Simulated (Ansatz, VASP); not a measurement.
**PbO (Litharge) in VASP and in Ansatz**

```
Pb O
1.0
     3.93607    0.00000    0.00000
     0.00000    3.93607    0.00000
     0.00000    0.00000    4.94229
Pb O
2 2
Direct
  0.50000 0.00000 0.76000
  0.00000 0.50000 0.24000
  0.50000 0.50000 0.00000
  0.00000 0.00000 0.00000
```

Change from the starting cell: volume scaled by 0.96.

Alike in both runs: task single point; functional PBEsol; k mesh 7 × 7 × 6; occupations fermi-dirac, width 0.05 eV; no spin polarisation.

```csv
,VASP,Ansatz
version,VASP 6.6.1,Ansatz 0.2.0
potentials or method,"VASP PAW PBE potentials, release 64 (Pb_d, O)",Ansatz PAW
plane-wave cutoff (eV),520,420
valence electrons in the cell,40,40
```

|  | VASP | Ansatz | Ansatz less VASP |
| --- | --- | --- | --- |
| gap on the k mesh at the Fermi level (eV) | 1.30 | 1.29 | -0.007 |
| least direct gap on the mesh (eV) | 2.34 | 2.36 | +0.016 |
| pressure (GPa) | 2.8 | 2.7 | -0.09 |
| largest component of the traceless stress (GPa) | 0.67 | 0.66 | -0.013 |
| rms of the force components (eV/Å) | 0.109 | 0.089 | -0.0192 |

Atom by atom the forces differ by 0.019 eV/Å (rms over components).

Caveats: spin-orbit coupling is left out, which as a rule narrows the gap of such compounds by several tenths of an eV; the PAW data sets were made with another functional, which shifts forces and pressure a little (VASP); an odd mesh through Γ misses points on the zone boundary, where band edges often lie (VASP); odd divisions of the mesh miss points on the zone boundary, where band edges often lie, so the gap on the mesh can be too wide (Ansatz); the pressure holds a Pulay correction of +0.3 GPa for the finite cutoff (Ansatz); the PAW data sets come from PBE, with cores solved anew for the run's functional, which leaves a small shift of forces and pressure (Ansatz).
